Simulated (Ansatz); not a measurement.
# Si2W (I4/mmm) in Ansatz: further runs

The runs below take Si2W through single point, with PBE.

Everything below comes from runs of Ansatz 0.2.0. Logs are shortened: lines on timing, memory, paths and dates and some standing lists are left out, and cuts for length are marked.

**1. Starting point**

It takes space group I4/mmm (No. 139, tetragonal). The conventional cell has a = 3.214 Å, b = 3.214 Å, c = 7.830 Å, α = 90.00°, β = 90.00°, γ = 90.00°. W (site symmetry 4/mmm) has 10 Si at 2.62 Å as nearest neighbours. Si (site symmetry 4mm) is surrounded by 5 Si at 2.59 to 2.63 Å and 5 W at 2.62 Å.

**2. Single point, PBE**

The input, input.yaml:

```yaml
crystal:
  lattice:
    - [-1.6069, 1.6069, 3.91495]
    - [1.6069, -1.6069, 3.91495]
    - [1.6069, 1.6069, -3.91495]
  atoms:
    - { symbol: W, position: [0.0, 0.0, 0.0] }
    - { symbol: Si, position: [0.6653, 0.6653, 0.0] }
    - { symbol: Si, position: [0.3347, 0.3347, 0.0] }
hamiltonian:
  xc: pbe
  pseudopotentials: { kind: paw }
kpoints:
  mp_grid: { grid: [12, 12, 12] }
scf:
  occupations: { method: gaussian, width: 0.026 }
output:
  forces: true
  stress: true
  eigenvalues: true
```

Potentials or basis: Ansatz PAW.

On the command line:

```console
$ ansatz run input.yaml --threads 2 --pin off --max-ram 5632MiB --backend cpu --events-out ev --progress --plain --runs-dir out
```

Log:

```text
Warning: RAYON_NUM_THREADS=2 ignored (pool sized by the plan → 2); use --threads N
Engine: ansatz 0.2.0, aarch64-unknown-linux-gnu
Pseudopotentials: kind: paw
Pseudopotential: W, paw, valence charge 14, recommended cutoff 420 eV (normal), W.paw.azcp
Pseudopotential: Si, paw, valence charge 4, recommended cutoff 420 eV (normal), Si.paw.azcp
Functional definition: PBE
  parameter kappa = 0.804
  parameter beta = 0.06672455060314922
  exchange = pbe_x(kappa = kappa, mu = beta*pi^2/3)
  correlation = pbe_c(beta = beta)
Crystal: 3 atoms, lattice volume = 40.436 Å³
Basis set: ecut = 420 eV, 793 PW (Γ), exchange–correlation on 64×64×64 points (8 copies of the dense FFT grid, shifted against one another)
Bands: 15, of which v1, the nominal top of the filled ones, is band 11 counted from 1 (10 counted from 0)
Symmetry: 16 space group operations
Space group: I4/mmm (ITA 139), of the structure as read, at distance tolerance 3.4e-5 Å
k-points: 163 of 1728
Non-local potential: W, projectors of the file, l = 0: 3, l = 1: 2, l = 2: 2, l = 3: 1
Non-local potential: Si, projectors of the file, l = 0: 2, l = 1: 2, l = 2: 2
PAW form: soft (Blöchl's): semilocal exchange-correlation on the pseudo side does not see the compensation charge
PAW one-centre angular grid: W, 590 points (default); XC on 64 Gauss nodes
PAW one-centre angular grid: Si, 110 points (default); XC on 64 Gauss nodes
Initial density: superposition of atomic densities (neutral atoms: chi_scale 0, normalization atom), corrected by the library's trained network
Initial wavefunctions: pseudopotential atomic-orbital guess
Functional: x = pbe(κ = 0.804, μ = 0.2195149727645171), c = pbe(β = 0.06672455060314922)
SCF iter   1: F=—  HF=-11657.454528 eV  |F-HF|=—  |Δ(HF+E_count)|=         —  Δρ=3.59e-3  dr2=2.31e-3  ethr=1.77e-3  ⟨swp⟩=5.9  Hψ=14656  notcnv=0
preconditioner: auto → Kerker (q_TF=auto, 2.465 Å⁻¹)  [metal: Δε(μ)=0.025 eV  Ē_g=8.125 eV  σ=0.026 eV  W_gap=0.49  n_scr=10 (ndim 8)  ℏωp=21.8 eV  f_vac=0.000  D(μ)=0.25/eV (n_scr^D=0)]
SCF iter   2: F=—  HF=-11657.454792 eV  |F-HF|=—  |Δ(HF+E_count)|=   2.64e-4  Δρ=2.07e-3  dr2=9.13e-4  ethr=1.05e-5  ⟨swp⟩=1.4  Hψ=3819  notcnv=0
SCF iter   3: F=—  HF=-11657.454857 eV  |F-HF|=—  |Δ(HF+E_count)|=   6.50e-5  Δρ=1.94e-4  dr2=1.74e-5  ethr=4.15e-6  ⟨swp⟩=2.4  Hψ=3436  notcnv=0
SCF iter   4: F=—  HF=-11657.454861 eV  |F-HF|=—  |Δ(HF+E_count)|=   3.68e-6  Δρ=7.95e-5  dr2=1.89e-6  ethr=7.92e-8  ⟨swp⟩=2.3  Hψ=3448  notcnv=0
SCF iter   5: F=—  HF=-11657.454860 eV  |F-HF|=—  |Δ(HF+E_count)|=   1.12e-7  Δρ=1.39e-5  dr2=1.01e-7  ethr=8.61e-9  ⟨swp⟩=2.2  Hψ=3436  notcnv=0
SCF iter   6: F=-11657.454860 eV  HF=-11657.454860 eV  |F-HF|=1.72e-9  |Δ(HF+E_count)|=   1.05e-8  Δρ=2.77e-6  dr2=3.59e-9  ethr=4.55e-10  ⟨swp⟩=4.2  Hψ=7867  notcnv=0
SCF 1 converged in 6 iterations: F = -11657.454860 eV  dr2 = 3.59e-9
SCF converged after 6 iterations
Free energy (F): -11657.454860 eV
Harris-Foulkes:  -11657.454860 eV  (|F-HF|=1.72e-9)
Internal energy: -11657.454776 eV  (E = F + TS)
E sigma→0 (E₀):  -11657.454818 eV
Entropy (-TS):   -0.000085 eV (-0.028 meV/atom)
Fermi energy:    16.786037 eV
--- Per-component energies (eV) ---
  E_band       = -80.245159
  E_kinetic    = 541.572010
  E_local      = -946.503299  (includes V_loc(G=0)·N_el)
  E_nonlocal   = 50.695452
  E_hartree    = 371.693079
  E_xc         = -382.064513
  E_vxc        = -338.772694  (∫ρ·V_xc dr)
  E_paw        = -9588.364812  (= ΣΔE_a)
  E_vpaw       = -130.624238  (= ΣTr[D̂ρ^β])
  E_aug_tail   = -0.000067  (compensation charges beyond the density's cutoff)
  E_ewald      = -1704.482625
  E_smearing   = -0.000085  (= −TS)
  E_closure    = 0.000000  (closes the sum)
  Σ components = -11657.454860   (vs F -11657.454860, Δ=0.00e0)
--- Forces (eV/Å), atoms counted from 1 ---
  atom   1  W      0.00000000     0.00000000     0.00000000
  atom   2  Si    -0.00000000     0.00000000     0.08141968
  atom   3  Si     0.00000000     0.00000000    -0.08141968
  max |Σ_I F_I| component: 1.04e-16 eV/Å
--- Stress (GPa, compression-positive) ---
        3.064149       0.000000       0.000000
        0.000000       3.064149       0.000000
        0.000000       0.000000       3.708556
  P = ⅓ Tr σ = 3.2790 GPa (32.790 kbar)
--- Band table (eV; the first three rows and the last of 163) ---
  k-point 0: bands = ["-57.0357", "-21.3342", "-21.3151", "-21.3151", "2.6727", "9.8922", "13.0111", "13.4197", "13.9039", "13.9039", "17.3539", "19.5016", "19.6854", "19.8182", "19.8182"]
  k-point 1: bands = ["-57.0347", "-21.3314", "-21.3294", "-21.3276", "2.8975", "10.0949", "12.3857", "13.3581", "13.4699", "14.5538", "16.3176", "19.2267", "19.9826", "20.0194", "20.3026"]
  k-point 2: bands = ["-57.0320", "-21.3670", "-21.3618", "-21.3240", "3.5491", "10.6048", "11.6876", "12.2756", "13.6379", "14.5661", "15.0395", "19.2274", "20.3367", "20.4167", "20.9322"]
  k-point 162: bands = ["-57.0356", "-21.3514", "-21.3163", "-21.3163", "4.9471", "5.7162", "12.9013", "14.1746", "15.9094", "15.9094", "16.2455", "16.2455", "17.5314", "21.2560", "21.6346"]
```

Run time: 3.8 s. Hardware: 2 threads of Arm Neoverse V1, shared host; peak memory 0.38 GiB.

What came out:

| Quantity | Value |
| --- | --- |
| Free energy | -11657.4549 eV |
| Pressure | 3.3 GPa |
| Largest force | 0.081 eV/Å |
| Band gap on the k mesh | none (metal or under the smearing width) |

Forces in eV/Å, atoms in the order of the input:
```
W    0.000  0.000  0.000
Si   0.000  0.000  0.081
Si   0.000  0.000 -0.081
```

**3. Single point, PBE**

Changes to input.yaml since step 2:

```diff
@@ -15,3 +15,3 @@
 scf:
-  occupations: { method: gaussian, width: 0.026 }
+  occupations: { method: gaussian, width: 0.027 }
 output:
```

Potentials or basis: Ansatz PAW.

On the command line:

```console
$ ansatz run input.yaml --threads 2 --pin off --max-ram 5632MiB --backend cpu --events-out ev --progress --plain --runs-dir out
```

Log:

```text
Warning: RAYON_NUM_THREADS=2 ignored (pool sized by the plan → 2); use --threads N
Engine: ansatz 0.2.0, aarch64-unknown-linux-gnu
Pseudopotentials: kind: paw
Pseudopotential: W, paw, valence charge 14, recommended cutoff 420 eV (normal), W.paw.azcp
Pseudopotential: Si, paw, valence charge 4, recommended cutoff 420 eV (normal), Si.paw.azcp
Functional definition: PBE
  parameter kappa = 0.804
  parameter beta = 0.06672455060314922
  exchange = pbe_x(kappa = kappa, mu = beta*pi^2/3)
  correlation = pbe_c(beta = beta)
Crystal: 3 atoms, lattice volume = 40.436 Å³
Basis set: ecut = 420 eV, 793 PW (Γ), exchange–correlation on 64×64×64 points (8 copies of the dense FFT grid, shifted against one another)
Bands: 15, of which v1, the nominal top of the filled ones, is band 11 counted from 1 (10 counted from 0)
Symmetry: 16 space group operations
Space group: I4/mmm (ITA 139), of the structure as read, at distance tolerance 3.4e-5 Å
k-points: 163 of 1728
Non-local potential: W, projectors of the file, l = 0: 3, l = 1: 2, l = 2: 2, l = 3: 1
Non-local potential: Si, projectors of the file, l = 0: 2, l = 1: 2, l = 2: 2
PAW form: soft (Blöchl's): semilocal exchange-correlation on the pseudo side does not see the compensation charge
PAW one-centre angular grid: W, 590 points (default); XC on 64 Gauss nodes
PAW one-centre angular grid: Si, 110 points (default); XC on 64 Gauss nodes
Initial density: superposition of atomic densities (neutral atoms: chi_scale 0, normalization atom), corrected by the library's trained network
Initial wavefunctions: pseudopotential atomic-orbital guess
Functional: x = pbe(κ = 0.804, μ = 0.2195149727645171), c = pbe(β = 0.06672455060314922)
SCF iter   1: F=—  HF=-11657.454531 eV  |F-HF|=—  |Δ(HF+E_count)|=         —  Δρ=3.59e-3  dr2=2.31e-3  ethr=1.77e-3  ⟨swp⟩=5.9  Hψ=14647  notcnv=0
preconditioner: auto → Kerker (q_TF=auto, 2.465 Å⁻¹)  [metal: Δε(μ)=0.025 eV  Ē_g=8.125 eV  σ=0.027 eV  W_gap=0.48  n_scr=10 (ndim 8)  ℏωp=21.8 eV  f_vac=0.000  D(μ)=0.24/eV (n_scr^D=0)]
SCF iter   2: F=—  HF=-11657.454795 eV  |F-HF|=—  |Δ(HF+E_count)|=   2.64e-4  Δρ=2.07e-3  dr2=9.13e-4  ethr=1.05e-5  ⟨swp⟩=1.3  Hψ=3811  notcnv=0
SCF iter   3: F=—  HF=-11657.454860 eV  |F-HF|=—  |Δ(HF+E_count)|=   6.49e-5  Δρ=1.94e-4  dr2=1.74e-5  ethr=4.15e-6  ⟨swp⟩=2.4  Hψ=3436  notcnv=0
SCF iter   4: F=—  HF=-11657.454864 eV  |F-HF|=—  |Δ(HF+E_count)|=   3.95e-6  Δρ=7.95e-5  dr2=1.89e-6  ethr=7.92e-8  ⟨swp⟩=2.3  Hψ=3448  notcnv=0
SCF iter   5: F=—  HF=-11657.454864 eV  |F-HF|=—  |Δ(HF+E_count)|=   1.12e-7  Δρ=1.39e-5  dr2=1.01e-7  ethr=8.61e-9  ⟨swp⟩=2.2  Hψ=3435  notcnv=0
SCF iter   6: F=-11657.454864 eV  HF=-11657.454864 eV  |F-HF|=1.71e-9  |Δ(HF+E_count)|=   1.06e-8  Δρ=2.77e-6  dr2=3.59e-9  ethr=4.55e-10  ⟨swp⟩=4.2  Hψ=7867  notcnv=0
SCF 1 converged in 6 iterations: F = -11657.454864 eV  dr2 = 3.59e-9
SCF converged after 6 iterations
Free energy (F): -11657.454864 eV
Harris-Foulkes:  -11657.454864 eV  (|F-HF|=1.71e-9)
Internal energy: -11657.454774 eV  (E = F + TS)
E sigma→0 (E₀):  -11657.454819 eV
Entropy (-TS):   -0.000089 eV (-0.030 meV/atom)
Fermi energy:    16.786058 eV
--- Per-component energies (eV) ---
  E_band       = -80.245116
  E_kinetic    = 541.572019
  E_local      = -946.503363  (includes V_loc(G=0)·N_el)
  E_nonlocal   = 50.695472
  E_hartree    = 371.693121
  E_xc         = -382.064521
  E_vxc        = -338.772704  (∫ρ·V_xc dr)
  E_paw        = -9588.364810  (= ΣΔE_a)
  E_vpaw       = -130.624236  (= ΣTr[D̂ρ^β])
  E_aug_tail   = -0.000067  (compensation charges beyond the density's cutoff)
  E_ewald      = -1704.482625
  E_smearing   = -0.000089  (= −TS)
  E_closure    = -0.000000  (closes the sum)
  Σ components = -11657.454864   (vs F -11657.454864, Δ=0.00e0)
--- Forces (eV/Å), atoms counted from 1 ---
  atom   1  W      0.00000000     0.00000000     0.00000000
  atom   2  Si     0.00000000    -0.00000000     0.08140742
  atom   3  Si    -0.00000000    -0.00000000    -0.08140742
  max |Σ_I F_I| component: 9.02e-17 eV/Å
--- Stress (GPa, compression-positive) ---
        3.064188       0.000000       0.000000
        0.000000       3.064188       0.000000
       -0.000000       0.000000       3.708705
  P = ⅓ Tr σ = 3.2790 GPa (32.790 kbar)
--- Band table (eV; the first three rows and the last of 163) ---
  k-point 0: bands = ["-57.0357", "-21.3342", "-21.3151", "-21.3151", "2.6727", "9.8922", "13.0111", "13.4197", "13.9039", "13.9039", "17.3539", "19.5016", "19.6854", "19.8182", "19.8182"]
  k-point 1: bands = ["-57.0347", "-21.3314", "-21.3294", "-21.3276", "2.8975", "10.0949", "12.3857", "13.3581", "13.4699", "14.5538", "16.3177", "19.2267", "19.9826", "20.0194", "20.3026"]
  k-point 2: bands = ["-57.0320", "-21.3670", "-21.3618", "-21.3240", "3.5491", "10.6048", "11.6876", "12.2756", "13.6379", "14.5661", "15.0395", "19.2274", "20.3367", "20.4167", "20.9322"]
  k-point 162: bands = ["-57.0356", "-21.3514", "-21.3163", "-21.3163", "4.9471", "5.7162", "12.9013", "14.1746", "15.9094", "15.9094", "16.2455", "16.2455", "17.5314", "21.2560", "21.6346"]
```

Wall time 3.8 s (2 threads of Arm Neoverse V1, shared host); peak memory 0.38 GiB.

Results:

- Free energy: -11657.4549 eV
- Pressure: 3.3 GPa
- Largest force: 0.081 eV/Å
- Band gap on the k mesh: none (metal or under the smearing width)

Forces on the atoms (eV/Å):
```
W    0.000  0.000  0.000
Si   0.000  0.000  0.081
Si   0.000  0.000 -0.081
```

Levels at points of the mesh, in eV from the Fermi level:
| k point | band 7 | band 8 | band 9 | band 10 | band 11 | band 12 | band 13 | band 14 | band 15 |
| --- | --- | --- | --- | --- | --- | --- | --- | --- | --- |
| (0.00, 0.00, 0.00) | -3.77 | -3.37 | -2.88 | -2.88 | 0.57 | 2.72 | 2.90 | 3.03 | 3.03 |
| (0.00, 0.00, -0.50) | -6.04 | -5.53 | -5.05 | -3.29 | -1.80 | 2.76 | 2.93 | 3.09 | 3.87 |
| (0.00, -0.50, 0.00) | -5.78 | -4.90 | -2.84 | -2.80 | -0.48 | 2.67 | 2.76 | 3.90 | 4.39 |
| (-0.50, -0.50, -0.50) | -3.88 | -2.61 | -0.88 | -0.88 | -0.54 | -0.54 | 0.75 | 4.47 | 4.85 |

**4. Single point, PBE**

Changes to input.yaml since step 3:

```diff
@@ -15,3 +15,3 @@
 scf:
-  occupations: { method: gaussian, width: 0.027 }
+  occupations: { method: gaussian, width: 0.028 }
 output:
@@ -20 +20,5 @@
   eigenvalues: true
+  write_density: true
+  write_potential: true
+  elf: true
+  volumetric_format: npy
```

Potentials or basis: Ansatz PAW.

On the command line:

```console
$ ansatz run input.yaml --threads 2 --pin off --max-ram 5632MiB --backend cpu --events-out ev --progress --plain --runs-dir out
```

Log:

```text
Warning: RAYON_NUM_THREADS=2 ignored (pool sized by the plan → 2); use --threads N
Engine: ansatz 0.2.0, aarch64-unknown-linux-gnu
Pseudopotentials: kind: paw
Pseudopotential: W, paw, valence charge 14, recommended cutoff 420 eV (normal), W.paw.azcp
Pseudopotential: Si, paw, valence charge 4, recommended cutoff 420 eV (normal), Si.paw.azcp
Functional definition: PBE
  parameter kappa = 0.804
  parameter beta = 0.06672455060314922
  exchange = pbe_x(kappa = kappa, mu = beta*pi^2/3)
  correlation = pbe_c(beta = beta)
Crystal: 3 atoms, lattice volume = 40.436 Å³
Basis set: ecut = 420 eV, 793 PW (Γ), exchange–correlation on 64×64×64 points (8 copies of the dense FFT grid, shifted against one another)
Bands: 15, of which v1, the nominal top of the filled ones, is band 11 counted from 1 (10 counted from 0)
Symmetry: 16 space group operations
Space group: I4/mmm (ITA 139), of the structure as read, at distance tolerance 3.4e-5 Å
k-points: 163 of 1728
Non-local potential: W, projectors of the file, l = 0: 3, l = 1: 2, l = 2: 2, l = 3: 1
Non-local potential: Si, projectors of the file, l = 0: 2, l = 1: 2, l = 2: 2
PAW form: soft (Blöchl's): semilocal exchange-correlation on the pseudo side does not see the compensation charge
PAW one-centre angular grid: W, 590 points (default); XC on 64 Gauss nodes
PAW one-centre angular grid: Si, 110 points (default); XC on 64 Gauss nodes
Initial density: superposition of atomic densities (neutral atoms: chi_scale 0, normalization atom), corrected by the library's trained network
Initial wavefunctions: pseudopotential atomic-orbital guess
Functional: x = pbe(κ = 0.804, μ = 0.2195149727645171), c = pbe(β = 0.06672455060314922)
SCF iter   1: F=—  HF=-11657.454534 eV  |F-HF|=—  |Δ(HF+E_count)|=         —  Δρ=3.59e-3  dr2=2.31e-3  ethr=1.77e-3  ⟨swp⟩=5.9  Hψ=14611  notcnv=0
preconditioner: auto → Kerker (q_TF=auto, 2.465 Å⁻¹)  [metal: Δε(μ)=0.025 eV  Ē_g=8.125 eV  σ=0.028 eV  W_gap=0.46  n_scr=10 (ndim 8)  ℏωp=21.8 eV  f_vac=0.000  D(μ)=0.24/eV (n_scr^D=0)]
SCF iter   2: F=—  HF=-11657.454799 eV  |F-HF|=—  |Δ(HF+E_count)|=   2.64e-4  Δρ=2.07e-3  dr2=9.13e-4  ethr=1.05e-5  ⟨swp⟩=1.3  Hψ=3807  notcnv=0
SCF iter   3: F=—  HF=-11657.454863 eV  |F-HF|=—  |Δ(HF+E_count)|=   6.49e-5  Δρ=1.94e-4  dr2=1.74e-5  ethr=4.15e-6  ⟨swp⟩=2.4  Hψ=3438  notcnv=0
SCF iter   4: F=—  HF=-11657.454867 eV  |F-HF|=—  |Δ(HF+E_count)|=   3.72e-6  Δρ=7.95e-5  dr2=1.89e-6  ethr=7.93e-8  ⟨swp⟩=2.3  Hψ=3451  notcnv=0
SCF iter   5: F=—  HF=-11657.454867 eV  |F-HF|=—  |Δ(HF+E_count)|=   1.12e-7  Δρ=1.39e-5  dr2=1.01e-7  ethr=8.61e-9  ⟨swp⟩=2.2  Hψ=3433  notcnv=0
SCF iter   6: F=-11657.454867 eV  HF=-11657.454867 eV  |F-HF|=1.72e-9  |Δ(HF+E_count)|=   1.05e-8  Δρ=2.77e-6  dr2=3.59e-9  ethr=4.55e-10  ⟨swp⟩=8.0  Hψ=13221  notcnv=0
SCF 1 converged in 6 iterations: F = -11657.454867 eV  dr2 = 3.59e-9
SCF converged after 6 iterations
Free energy (F): -11657.454867 eV
Harris-Foulkes:  -11657.454867 eV  (|F-HF|=1.72e-9)
Internal energy: -11657.454773 eV  (E = F + TS)
E sigma→0 (E₀):  -11657.454820 eV
Entropy (-TS):   -0.000094 eV (-0.031 meV/atom)
Fermi energy:    16.786067 eV
--- Per-component energies (eV) ---
  E_band       = -80.245071
  E_kinetic    = 541.572028
  E_local      = -946.503431  (includes V_loc(G=0)·N_el)
  E_nonlocal   = 50.695495
  E_hartree    = 371.693165
  E_xc         = -382.064530
  E_vxc        = -338.772714  (∫ρ·V_xc dr)
  E_paw        = -9588.364808  (= ΣΔE_a)
  E_vpaw       = -130.624233  (= ΣTr[D̂ρ^β])
  E_aug_tail   = -0.000067  (compensation charges beyond the density's cutoff)
  E_ewald      = -1704.482625
  E_smearing   = -0.000094  (= −TS)
  E_closure    = 0.000000  (closes the sum)
  Σ components = -11657.454867   (vs F -11657.454867, Δ=0.00e0)
--- Forces (eV/Å), atoms counted from 1 ---
  atom   1  W      0.00000000    -0.00000000    -0.00000000
  atom   2  Si     0.00000000     0.00000000     0.08139495
  atom   3  Si     0.00000000    -0.00000000    -0.08139495
  max |Σ_I F_I| component: 1.39e-17 eV/Å
--- Stress (GPa, compression-positive) ---
        3.064227       0.000000      -0.000000
        0.000000       3.064227       0.000000
        0.000000      -0.000000       3.708869
  P = ⅓ Tr σ = 3.2791 GPa (32.791 kbar)
--- Band table (eV; the first three rows and the last of 163) ---
  k-point 0: bands = ["-57.0357", "-21.3342", "-21.3151", "-21.3151", "2.6727", "9.8922", "13.0111", "13.4197", "13.9039", "13.9039", "17.3539", "19.5016", "19.6854", "19.8182", "19.8182"]
  k-point 1: bands = ["-57.0347", "-21.3314", "-21.3294", "-21.3276", "2.8975", "10.0949", "12.3857", "13.3581", "13.4699", "14.5538", "16.3177", "19.2267", "19.9826", "20.0194", "20.3026"]
  k-point 2: bands = ["-57.0320", "-21.3670", "-21.3618", "-21.3240", "3.5491", "10.6048", "11.6876", "12.2756", "13.6379", "14.5661", "15.0395", "19.2274", "20.3367", "20.4167", "20.9322"]
  k-point 162: bands = ["-57.0356", "-21.3514", "-21.3163", "-21.3163", "4.9471", "5.7162", "12.9013", "14.1746", "15.9094", "15.9094", "16.2455", "16.2455", "17.5314", "21.2560", "21.6346"]
```

rho_z.tsv:

```text
# z_ang	rho[e/angstrom^3]
# format = ansatz-planar-average/11
# lattice	-1.606900000	1.606900000	3.914950000
# lattice	1.606900000	-1.606900000	3.914950000
# lattice	1.606900000	1.606900000	-3.914950000
# sites	3
# site	74	0.000000000	0.000000000	0.000000000
# site	14	0.000000000	0.000000000	5.209232470
# site	14	0.000000000	0.000000000	2.620667530
0.000000	8.171521e-1
0.141460	8.134964e-1
0.282919	8.018274e-1
0.424379	7.804847e-1
0.565839	7.479419e-1
0.707298	7.039734e-1
[... 24 lines left out ...]
4.243789	8.018274e-1
4.385249	8.134964e-1
```

v_z.tsv:

```text
# z_ang	v_es[eV]	v_tot[eV]
# format = ansatz-planar-average/11
# xc	pbe
# density_cutoff_ev	1680
# datasets	W=:simpson_from_first_knot:soft	Si=:simpson_from_first_knot:soft
# lattice	-1.606900000	1.606900000	3.914950000
# lattice	1.606900000	-1.606900000	3.914950000
# lattice	1.606900000	1.606900000	-3.914950000
# sites	3
# site	74	0.000000000	0.000000000	0.000000000
# site	14	0.000000000	0.000000000	5.209232470
# site	14	0.000000000	0.000000000	2.620667530
0.000000	-4.942857e0	-1.979221e1
0.141460	-4.745758e0	-1.954912e1
0.282919	-4.160806e0	-1.882681e1
0.424379	-3.207391e0	-1.764606e1
0.565839	-1.917965e0	-1.604139e1
0.707298	-3.374891e-1	-1.406373e1
[... 24 lines left out ...]
4.243789	-4.160806e0	-1.882681e1
4.385249	-4.745758e0	-1.954912e1
```

Run time: 5 s. Hardware: 2 threads of Arm Neoverse V1, shared host; peak memory 0.38 GiB.

What came out:

```yaml
Free_energy: -11657.4549 eV
Pressure: 3.3 GPa
Largest_force: 0.081 eV/Å
Band_gap_on_the_k_mesh: none (metal or under the smearing width)
```

Forces in eV/Å, atoms in the order of the input:
```
W    0.000  0.000  0.000
Si   0.000  0.000  0.081
Si   0.000  0.000 -0.081
```

Stress tensor (GPa, compression positive):
```
3.06 0.00 0.00
0.00 3.06 0.00
0.00 0.00 3.71
```

Spin-orbit coupling is left out, which matters for the levels of W.

**5. The runs side by side**

| smearing | gap on the mesh (eV) | pressure (GPa) | largest force (eV/Å) |
| --- | --- | --- | --- |
| gaussian 0.026 eV | none | 3.3 | 0.08 |
| gaussian 0.027 eV | none | 3.3 | 0.08 |
| gaussian 0.028 eV | none | 3.3 | 0.08 |

Alike in all rows: task single point; level PBE; potentials or basis Ansatz PAW; no spin polarisation; cell as given; k mesh 12 × 12 × 12; cutoff (eV) 420.

Every run on the cell as given and a fine mesh finds a metal.

Absolute energies hang on the potentials; compare differences alone.
